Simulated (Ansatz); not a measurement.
Runs of Ansatz 0.2.0 on AgCl (Chlorargyrite). It takes space group Fm-3m (No. 225, cubic). The conventional cell has a = 5.470 Å, b = 5.470 Å, c = 5.470 Å, α = 90.00°, β = 90.00°, γ = 90.00°. Ag (site symmetry m-3m) has 6 Cl at 2.73 Å as nearest neighbours. Cl (site symmetry m-3m) has 6 Ag at 2.73 Å as nearest neighbours. 

```csv
task,level,cutoff (eV),smearing,q mesh,points for each segment of the path,gap on the mesh (eV),V0 of scaled cells (Å³/atom),B0 (GPa)
phonons,PBE,420,fixed,2 × 2 × 2,8,(a),-,-
equation of state,PBEsol,420,fermi-dirac 0.05 eV,-,-,-,(b),57
band structure,PBEsol,420,fermi-dirac 0.05 eV,-,14,0.73,-,-
equation of state,r2SCAN,500,fermi-dirac 0.05 eV,-,-,-,21.31,50
```

Alike in all rows: potentials or basis Ansatz PAW; no spin polarisation; cell as given; k mesh 8 × 8 × 8.

Fill in the values left out.

(a) 0.91; (b) 20.21.

Caveats: the PAW data sets come from PBE, with cores solved anew for the run's functional, which leaves a small shift of forces and pressure (some runs); the PAW data sets were made with another functional, which shifts forces and pressure a little (some runs).

A k mesh can miss the band edges, and the runs leave out spin-orbit coupling on Ag.
